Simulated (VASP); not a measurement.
# Zn (Im-3m) in VASP: further runs

Aim: see how the results for Zn move with the level of theory and the settings. Levels: PBE, r2SCAN. Tasks: single point.

All numbers are computed with VASP 6.6.1; they aren't measurements. Logs are shortened: lines on timing, memory, paths and dates and some standing lists are left out, and cuts for length are marked.

## (1) The structure

Symmetry: Im-3m, No. 229, cubic system. The conventional cell has a = 3.116 Å, b = 3.116 Å, c = 3.116 Å, α = 90.00°, β = 90.00°, γ = 90.00°. Zn (site symmetry m-3m) has 8 Zn at 2.70 Å as nearest neighbours.

The cell was built by a generator and needn't be a form met in nature.

## (2) Single point, PBE

The input, INCAR:

```
SYSTEM = Zn
  PREC = Accurate
  ENCUT = 520
  EDIFF = 1E-6
  ISMEAR = 0
  SIGMA = 0.05
  LREAL = .FALSE.
  LASPH = .TRUE.
  NELM = 100
  ALGO = Normal
  ISIF = 2
  LWAVE = .FALSE.
  LCHARG = .TRUE.
  GGA = PE
  LELF = .TRUE.
  LVHAR = .TRUE.
  NBANDS = 12
```

The input, KPOINTS:

```
regular mesh
0
G
  8 8 8
  0 0 0
```

The input, POSCAR:

```
Zn
1.0
   -1.5579542547      1.5579542547      1.5579542547
    1.5579542547     -1.5579542547      1.5579542547
    1.5579542547      1.5579542547     -1.5579542547
Zn
1
Direct
    0.0000000000      0.0000000000      0.0000000000
```

Potentials or basis: VASP PAW PBE potentials, release 64 (Zn).

Launch:

```sh
> cat potpaw_PBE.64/Zn/POTCAR > POTCAR
> mpirun -np 1 vasp_std > vasp.out
```

OUTCAR:

```text
SYSTEM = Zn
   PREC = Accurate
   ENCUT = 520
   EDIFF = 1E-6
   ISMEAR = 0
   LREAL = .FALSE.
   LASPH = .TRUE.
   NELM = 100
   ISIF = 2
   GGA = PE

 ion  position               nearest neighbor table
   1  0.000  0.000  0.000-

  LATTYP: Found a body centered cubic cell.
 ALAT       =     3.1159085094

  Lattice vectors:

 A1 = (  -1.5579542547,   1.5579542547,   1.5579542547)
 A2 = (   1.5579542547,  -1.5579542547,   1.5579542547)
 A3 = (   1.5579542547,   1.5579542547,  -1.5579542547)

Analysis of symmetry for initial positions (statically):
=====================================================================
 Subroutine PRICEL returns:
 Original cell was already a primitive cell.

 Routine SETGRP: Setting up the symmetry group for a
 body centered cubic supercell.

 Subroutine GETGRP returns: Found 48 space group operations
 (whereof 48 operations were pure point group operations)
 out of a pool of 48 trial point group operations.

The static configuration has the point symmetry O_h .

Analysis of symmetry for dynamics (positions and initial velocities):
=====================================================================
 Subroutine PRICEL returns:
 Original cell was already a primitive cell.

 Routine SETGRP: Setting up the symmetry group for a
 body centered cubic supercell.

 Subroutine GETGRP returns: Found 48 space group operations
 (whereof 48 operations were pure point group operations)
 out of a pool of 48 trial point group operations.

The dynamic configuration has the point symmetry O_h .

 Subroutine INISYM returns: Found 48 space group operations
 (whereof 48 operations are pure point group operations),
 and found     1 'primitive' translations

----------------------------------------------------------------------------------------

                                     Primitive cell

  volume of cell :      15.1260

  direct lattice vectors                    reciprocal lattice vectors
    -1.557954255  1.557954255  1.557954255     0.000000000  0.320933685  0.320933685
     1.557954255 -1.557954255  1.557954255     0.320933685  0.000000000  0.320933685
     1.557954255  1.557954255 -1.557954255     0.320933685  0.320933685  0.000000000

  length of vectors
     2.698455925  2.698455925  2.698455925     0.453868770  0.453868770  0.453868770

  position of ions in fractional coordinates (direct lattice)
     0.000000000  0.000000000  0.000000000

  ion indices of the primitive-cell ions
   primitive index   ion index
                 1           1

----------------------------------------------------------------------------------------

 KPOINTS: regular mesh

Automatic generation of k-mesh.
 Grid dimensions read from file:
 generate k-points for:    8    8    8

 Generating k-lattice:

  Cartesian coordinates                     Fractional coordinates (reciprocal lattice)
     0.000000000  0.040116711  0.040116711     0.125000000  0.000000000  0.000000000
     0.040116711  0.000000000  0.040116711     0.000000000  0.125000000  0.000000000
     0.040116711  0.040116711  0.000000000     0.000000000  0.000000000  0.125000000

  Length of vectors
     0.056733596  0.056733596  0.056733596

  Shift w.r.t. Gamma in fractional coordinates (k-lattice)
     0.000000000  0.000000000  0.000000000

 Subroutine IBZKPT returns following result:
 ===========================================

 Found     29 irreducible k-points:

 Following reciprocal coordinates:
            Coordinates               Weight
  0.000000  0.000000  0.000000      1.000000
  0.125000  0.000000  0.000000     12.000000
  0.250000  0.000000  0.000000     12.000000
  0.375000  0.000000  0.000000     12.000000
  0.500000  0.000000  0.000000      6.000000
  0.125000  0.125000  0.000000     24.000000
[... 16 lines left out ...]
 -0.250000  0.250000  0.250000      6.000000
 -0.375000  0.375000  0.250000     24.000000
 [... further k-points ...]
   k-points           NKPTS =     29   k-points in BZ     NKDIM =     29   number of bands    NBANDS=     12
   number of dos      NEDOS =    301   number of ions     NIONS =      1
   total plane-waves  NPLWV =   8000
   dimension x,y,z NGX =    20 NGY =   20 NGZ =   20
   dimension x,y,z NGXF=    40 NGYF=   40 NGZF=   40
   ions per type =               1
   NGX,Y,Z   is equivalent  to a cutoff of  12.32, 12.32, 12.32 a.u.
   NGXF,Y,Z  is equivalent  to a cutoff of  24.64, 24.64, 24.64 a.u.
 SYSTEM =  Zn
   PREC   = accura    normal or accurate (medium, high low for compatibility)
   ISTART =      0    job   : 0-new  1-cont  2-samecut
   ICHARG =      2    charge: 1-file 2-atom 10-const
   ISPIN  =      1    spin polarized calculation?
   LNONCOLLINEAR =      F non collinear calculations
   LSORBIT =      F    spin-orbit coupling
   LASPH  =      T    aspherical Exc in radial PAW
   ENCUT  =  520.0 eV  38.22 Ry    6.18 a.u.   5.02  5.02  5.02*2*pi/ulx,y,z
   NELM   =    100;   NELMIN=  2; NELMDL= -5     # of ELM steps
   EDIFF  = 0.1E-05   stopping-criterion for ELM
   LREAL  =      F    real-space projection
   EDIFFG = 0.1E-04   stopping-criterion for IOM
   NSW    =      0    number of steps for IOM
   IBRION =     -1    ionic relax: 0-MD 1-quasi-New 2-CG
   NFREE  =      0    steps in history (QN), initial steepest desc. (CG)
   ISIF   =      2    stress and relaxation
   ISYM   =      2    0-nonsym 1-usesym 2-fastsym
   POTIM  = 0.5000    time-step for ionic-motion
   TEBEG  =    0.0;   TEEND  =   0.0 temperature during run
   PSTRESS=    0.0 pullay stress
   NELECT =      12.0000    total number of electrons
   NUPDOWN=      -1.0000    fix difference up-down
   EMIN   =  10.00;   EMAX   =-10.00  energy-range for DOS
   EFERMI =   0.00;   METHOD = LEGACY
   ISMEAR =     0;   SIGMA  =   0.05  broadening in eV -4-tet -1-fermi 0-gaus
   EFERMI_NEDOS =   21; number of points for ismear=-14 and -15
   IALGO  =     38    algorithm
   IMIX   =      4    mixing-type and parameters
     AMIX     =   0.40;   BMIX     =  1.00
     AMIX_MAG =   1.60;   BMIX_MAG =  1.00
  volume/ion in A,a.u.               =      15.13       102.08
  Fermi-wavevector in a.u.,A,eV,Ry     =   1.515516  2.863910 31.249711  2.296789
  Thomas-Fermi vector in A             =   2.625029
   LORBIT       =      0    0 simple, 1 ext, 2 COOP (PROOUT), +10 PAW based schemes
   GGA     = PE    functional components
   LHFCALC =     F    Hartree Fock is set to
   AEXX    =    0.0000 exact exchange contribution
   IVDW    =     0    specifies the selected vdW correction
   LEPSILON=     F    determine dielectric tensor
   LRPA    =     F    only Hartree local field effects (RPA)
 non-spin polarized calculation
 Gauss-broadening in eV      SIGMA  =   0.05
  energy-cutoff  :      520.00
  volume of cell :       15.13
 maximum number of plane-waves:       420
   NGX =  9   NGY =  9   NGZ =  9

 number of electron      12.0000023 magnetization

 Free energy of the ion-electron system (eV)
  ---------------------------------------------------
  ext. energy  EPLUGINS =         0.00000000
  ---------------------------------------------------
  free energy    TOTEN  =        -1.01156389 eV

  energy without entropy =       -1.01091138  energy(sigma->0) =       -1.01123764

 E-fermi :   3.0496     XC(G=0): -11.5980

 val. band max:        2.9401038276   @ k =   0.3750   0.1250   0.1250
 cond. band min:       3.0569112409   @ k =   0.5000   0.5000   0.2500
 fundamental gap:      0.1168074134
 Fermi energy:         3.0495603437

 k-point     1 :       0.0000    0.0000    0.0000
  band No.  band energies     occupation
      1      -7.2702      2.00000
      2      -4.5900      2.00000
      3      -4.5900      2.00000
      4      -4.5900      2.00000
      5      -4.0747      2.00000
      6      -4.0747      2.00000
      7      22.5541      0.00000
      8      22.5541      0.00000
      9      22.5541      0.00000
     10      24.1382      0.00000
     11      24.1382      0.00000
     12      24.1382      0.00000

 k-point     2 :       0.1250    0.0000    0.0000
  band No.  band energies     occupation
      1      -6.7770      2.00000
      2      -4.6360      2.00000
      3      -4.5769      2.00000
      4      -4.4739      2.00000
      5      -4.1131      2.00000
      6      -4.0717      2.00000
      7      17.5495      0.00000
      8      20.0464      0.00000
      9      20.6628      0.00000
     10      22.0172      0.00000
     11      22.3689      0.00000
     12      24.1616      0.00000

 k-point     3 :       0.2500    0.0000    0.0000
  band No.  band energies     occupation
      1      -5.5779      2.00000
      2      -4.7465      2.00000
      3      -4.3131      2.00000
      4      -4.1809      2.00000
      5      -4.1457      2.00000
      6      -4.0617      2.00000
      7      11.3944      0.00000
      8      17.2274      0.00000
      9      18.1882      0.00000
     10      20.1311      0.00000
     11      21.1325      0.00000
     12      25.7829      0.00000
[... 286 lines left out ...]
 k-point    23 :      -0.2500    0.2500    0.2500
  band No.  band energies     occupation
      1      -4.7827      2.00000
      2      -4.5870      2.00000
      3      -4.3848      2.00000
      4      -4.3848      2.00000
      5      -4.1962      2.00000
      6      -2.5709      2.00000
      7      12.2652      0.00000
      8      12.2652      0.00000
      9      14.1132      0.00000
     10      14.8203      0.00000
     11      28.0787      0.00000
     12      28.0787      0.00000

 k-point    24 :      -0.3750    0.3750    0.2500
  band No.  band energies     occupation
      1      -4.8523      2.00000
      2      -4.7251      2.00000
      3      -4.3812      2.00000
      4      -4.2249      2.00000
      5      -3.9202      2.00000
      6      -0.1721      2.00000
      7       7.7686      0.00000
      8      10.5373      0.00000
      9      13.2613      0.00000
     10      16.0586      0.00000
     11      23.5851      0.00000
     12      27.0145      0.00000

 [... further k-points ...]
[... 5 lines left out ...]
  --------------------------------------------------------------------------------------
  -------------------------------------------------------------------------------------
  Total        0.0545795      0.0545795      0.0545795     -0.0000000     -0.0000000      0.0000000
  in kB        5.7811787      5.7811787      5.7811787     -0.0000000     -0.0000000      0.0000000
  external PRESSURE =       5.7811787 kB  Pullay stress =       0.0000000 kB

 VOLUME and BASIS-vectors are now :
 -----------------------------------------------------------------------------
  energy-cutoff  :      520.00
  volume of cell :       15.13
      direct lattice vectors                 reciprocal lattice vectors
    -1.557954255  1.557954255  1.557954255     0.000000000  0.320933685  0.320933685
     1.557954255 -1.557954255  1.557954255     0.320933685  0.000000000  0.320933685
     1.557954255  1.557954255 -1.557954255     0.320933685  0.320933685  0.000000000

 POSITION                                       TOTAL-FORCE (eV/Angst)
 -----------------------------------------------------------------------------------
      0.00000      0.00000      0.00000        -0.000000     -0.000000      0.000000
 -----------------------------------------------------------------------------------
    total drift:                                0.000000     -0.000000      0.000000

  FREE ENERGIE OF THE ION-ELECTRON SYSTEM (eV)
  ---------------------------------------------------
  free  energy   TOTEN  =        -1.0115638886 eV

  energy  without entropy=       -1.0109113828  energy(sigma->0) =       -1.01123764
```

Run time: 8 s. Hardware: 1 thread of Intel Xeon Platinum 8488C (Sapphire Rapids), shared host; peak memory 0.12 GiB.

Results:

```yaml
Free_energy: -1.0116 eV
Pressure: 0.6 GPa
Band_gap_on_the_k_mesh: none (metal or under the smearing width)
```

[end of part 1 of 2]
